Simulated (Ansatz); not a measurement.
We consider rock-salt LiI, described by LC-ωPBE (Ansatz, an electronic-structure program, PAW).

Run with plane-wave cutoff 460 eV, 8×8×8 k mesh, Fermi–Dirac smearing 0.01 eV, scalar-relativistic PAW data made under PBE.

Energies at three volumes about the minimum:

```tsv
V (Å³/atom)	E − E_lowest (meV/atom)
25.438	1.03
25.831	0.00
26.743	0.98
```

### Question
Fit a parabola by hand: where is the minimum, what lattice constant follows, and what is the bulk modulus?

### Answer
Slopes: (0.00 − 1.03)/(25.831 − 25.438) = -2.621 and (0.98 − 0.00)/(26.743 − 25.831) = 1.075 meV/Å³. Curvature E″ = 2 × (1.075 − (-2.621))/(26.743 − 25.438) = 5.664 meV/Å⁶. From the middle of the first interval, the slope vanishes at V0 = 25.6345 − (-2.621)/5.664 = 26.097 Å³/atom. B = V0 E″ = 26.097 × 5.664 meV/Å³ × 0.1602 GPa per meV/Å³ = 23.7 GPa. With 8 atoms in the cube, a = (8 × 26.097)^(1/3) = 5.932 Å. The full Birch–Murnaghan fit to all volumes gives V0 = 26.083 Å³/atom and B0 = 23.2 GPa.

Measured, for comparison: bulk modulus 24 GPa (0 K, extrapolated to 0 K; as tabulated in Doll and Stoll (1998), arXiv:cond-mat/9801031). Computed (rounded) less measured: bulk modulus -3 %.
